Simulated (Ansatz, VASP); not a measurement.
## Two plane-wave programs on K

```
K
1.0
     4.31121    0.00000    0.00000
     0.00000    4.31121    0.00000
     0.00000    0.00000    4.31121
K
1
Direct
  0.00000 0.00000 0.00000
```

Alike in both runs: task single point; functional PBE; k mesh 4 × 4 × 4; occupations gaussian, width 0.1 eV; no spin polarisation.

```csv
,VASP,Ansatz
version,VASP 6.6.1,Ansatz 0.2.0
potentials or method,"VASP PAW PBE potentials, release 64 (K_sv)","scalar-relativistic, plane waves, PAW"
plane-wave cutoff (eV),520,420
valence electrons in the cell,9,9
```

VASP gave:

```
gap on the k mesh at the Fermi level (eV) : none
pressure (GPa)                            : -0.1
```

Problem. Which values does Ansatz return?

Solution. gap on the k mesh at the Fermi level (eV): none; pressure (GPa): 0.0.

A gap of «none» marks a metal or a gap that the smearing closes. The functional is the same, so the differences come from potentials, cutoffs and numerics.

Caveats: the k mesh is coarse (spacing up to 0.36 Å⁻¹), so the values aren't converged.
